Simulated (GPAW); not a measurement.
The system is Ni.

```xyz
1
Lattice="0.0000 1.7376 1.7376 1.7376 0.0000 1.7376 1.7376 1.7376 0.0000" Properties=species:S:1:pos:R:3 pbc="T T T"
Ni    0.0000    0.0000    0.0000
```

| Quantity | Value |
| --- | --- |
| Program | GPAW 26.7.0 |
| Task | single point |
| Functional | PBEsol |
| Potentials or basis | PAW data sets generated in the run's folder for this functional |
| Cutoff | 600 eV |
| Basis | pw |
| k mesh | 13 × 13 × 13 |
| Occupations | fermi-dirac, width 0.05 eV |
| Spin | collinear spin, ferromagnetic start |
| Starting moments | [1.0] μB |

On this cell: pressure 0.6 GPa; net moment 0.63 μB per cell; site moments Ni +0.66 μB; band gap on the k mesh none (metal or under the smearing width).

The same run follows on a disturbed copy (cell strained at random at fixed volume):

```
Ni
1.0
     0.01655    1.75725    1.76824
     1.71912    0.01633    1.76846
     1.71447    1.75283    0.02098
Ni
1
Direct
  0.00651 0.01144 0.96710
```

Task: What changes?

Result: The energy (extrapolated to zero smearing) moves by +3.5 meV/atom; pressure 0.7 GPa; net moment 0.63 μB per cell; site moments Ni +0.66 μB; band gap on the k mesh none (metal or under the smearing width).

Stress tensor (GPa, compression positive):
```
 2.80 -1.14 -1.95
-1.14  0.20 -1.63
-1.95 -1.63 -0.78
```

Caveats: the stock nickel data set gives pressures a few GPa off other programs.
